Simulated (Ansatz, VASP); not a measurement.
BN: VASP beside Ansatz

```
B N
1.0
     2.59290    0.00000    0.00000
    -1.29645    2.24552    0.00000
     0.00000    0.00000    4.28788
B N
2 2
Direct
  0.66667 0.33333 0.99981
  0.33333 0.66667 0.49981
  0.66667 0.33333 0.62519
  0.33333 0.66667 0.12519
```

Change from the starting cell: strain +0.015 along x and y, +0.015 along z, atoms carried along.

Alike in both runs: task single point; functional PBE; k mesh 12 × 12 × 6; occupations gaussian, width 0.05 eV; no spin polarisation.

|  | VASP | Ansatz |
| --- | --- | --- |
| version | VASP 6.6.1 | Ansatz 0.2.0 |
| potentials or method | VASP PAW PBE potentials, release 64 (B, N) | scalar-relativistic, plane waves, PAW |
| plane-wave cutoff (eV) | 520 | 420 |
| valence electrons in the cell | 16 | 16 |

```csv
,VASP,Ansatz,Ansatz less VASP
gap on the k mesh at the Fermi level (eV),5.27,5.29,+0.015
least direct gap on the mesh (eV),8.01,8.02,+0.006
pressure (GPa),-15.2,-15.3,-0.09
largest component of the traceless stress (GPa),0.13,0.10,-0.028
rms of the force components (eV/Å),0.018,0.019,+0.0013
```

Atom by atom the forces differ by 0.001 eV/Å (rms over components).

Caveats: so large a pressure means that the cell lies far from this level's equilibrium, or that cutoff or potentials fall short (VASP). A k mesh can miss the band edges.
